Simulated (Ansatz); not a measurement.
# PbS: stress in a strained cell

PbS is deformed so: equal xx and yy strain of -1 %. What stress and forces result, by LAPW, PAW and all-electron datasets made for the crystal?

Method: DFT LDA, scalar-relativistic, in Ansatz 0.2.0.

## (1) The structure to begin with

The structure is cubic, space group Fm-3m (No. 225). The conventional cell has a = 5.930 Å, b = 5.930 Å, c = 5.930 Å, α = 90.00°, β = 90.00°, γ = 90.00°. Pb (site symmetry m-3m) has 6 S at 2.96 to 2.97 Å as nearest neighbours. S (site symmetry m-3m) is surrounded by 6 Pb at 2.96 to 2.97 Å.

Structure file:

```
Pb S
1.0
     0.00000    2.96500    2.96500
     2.96500    0.00000    2.96500
     2.96500    2.96500    0.00000
Pb S
1 1
Direct
  0.00000 0.00000 0.00000
  0.50000 0.50000 0.50000
```

Atoms are numbered in the order of the input: Pb1, S2.

## (2) The deformed structure

Space group Fm-3m before, I4/mmm after.

## (3) LAPW, all electrons

The input, input.yaml:

```yaml
crystal:
  lattice:
    - [0.0, 2.93535, 2.965]
    - [2.93535, 0.0, 2.965]
    - [2.93535, 2.93535, 0.0]
  atoms:
    - { symbol: Pb, position: [0.0, 0.0, 0.0] }
    - { symbol: S, position: [0.5, 0.5, 0.5] }
kpoints:
  mp_grid: { grid: [8, 8, 8] }
  band_path:
    path:
      - [0.0, 0.0, 0.0]
      - [0.0, 0.5, 0.5]
      - [0.25, 0.75, 0.5]
      - [0.0, 0.5, 0.0]
      - [0.0, 0.0, 0.0]
      - [0.5, 0.5, 0.0]
      - [0.3725125, 0.6274875, 0.0]
      - [-0.3725125, 0.3725125, 0.0]
      - [0.0, 0.0, 0.0]
    npoints: 5
scf:
  occupations: { method: fermi_dirac, width: 0.01 }
hamiltonian:
  xc: lda
  pseudopotentials: { kind: all_electron, lapw: { basis_error: 0.0005 } }
output:
  forces: true
  stress: true
  eigenvalues: true
```

Run with:

```sh
> ansatz run input.yaml --threads 1 --pin off --max-ram 3072MiB --backend cpu --events-out ev --progress --plain --runs-dir out
```

## (4) PAW on the default files

The input, input.yaml:

```yaml
crystal:
  lattice:
    - [0.0, 2.93535, 2.965]
    - [2.93535, 0.0, 2.965]
    - [2.93535, 2.93535, 0.0]
  atoms:
    - { symbol: Pb, position: [0.0, 0.0, 0.0] }
    - { symbol: S, position: [0.5, 0.5, 0.5] }
kpoints:
  mp_grid: { grid: [8, 8, 8] }
scf:
  occupations: { method: fermi_dirac, width: 0.01 }
hamiltonian:
  xc: lda
  pseudopotentials: { kind: paw }
output:
  forces: true
  stress: true
  eigenvalues: true
  efg: { contact_densities: true }
```

## (5) Datasets made for this crystal

input.yaml, as its differences from that of step 4:

```diff
@@ -14,3 +14,3 @@
   xc: lda
-  pseudopotentials: { kind: paw }
+  pseudopotentials: { kind: all_electron, datasets: crystal }
 output:
```

(Steps that only read results are left out.)

Before running it: what results should come out? Wanted: pressure; largest shear or deviatoric stress.

**Answer**, as computed:

```
                                 quantity                                              value
                                 pressure  LAPW -1.38, PAW -1.40, crystal datasets -1.38 GPa
largest shear or deviatoric stress (LAPW)                                           0.87 GPa
```

In words: The largest part of the stress beyond the pressure is 0.87 GPa in size, in the zz component; the atoms are carried along and not relaxed. No run of the undeformed cell stands beside it, so the pressure holds what the given cell had before the change. PAW: stress within 0.01 GPa of LAPW. Crystal datasets: stress within 0.01 GPa of LAPW. Spin-orbit coupling is left out, though the cell holds Pb; in elements this heavy it can shift bands and gaps by tenths of an eV.
